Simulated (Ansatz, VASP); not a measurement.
## One calculation of AgCl, two programs

```
Ag Cl
1.0
     0.00000    2.71654    2.71654
     2.71654    0.00000    2.71654
     2.71654    2.71654    0.00000
Ag Cl
1 1
Direct
  0.50000 0.50000 0.50000
  0.00000 0.00000 0.00000
```

Change from the starting cell: volume scaled by 0.94, crystal datasets.

Alike in both runs: task electric field gradients; functional PBE; k mesh 8 × 8 × 8; occupations fermi-dirac, width 0.02 eV; no spin polarisation.

|  | VASP | Ansatz |
| --- | --- | --- |
| version | VASP 6.6.1 | Ansatz 0.2.0 |
| potentials or method | VASP PAW PBE potentials, release 64 (Ag, Cl), cutoff 520 eV | all-electron PAW with datasets made for the crystal, scalar-relativistic |

VASP gave:

- gap on the k mesh at the Fermi level (eV): 0.90
- pressure (GPa): 5.1
- Vzz of the field gradient on the site that differs most (V/Å²): 0.0

**Question.** Estimate Ansatz's values.

**Answer.** gap on the k mesh at the Fermi level (eV): 0.91; pressure (GPa): 5.3; Vzz of the field gradient on the site that differs most (V/Å²): 0.0.

Ansatz ran all-electron here, so the differences hold the error of VASP's frozen core and of both bases. Ansatz warned: «gradients_without_spin_orbit».

A k mesh can miss the band edges.
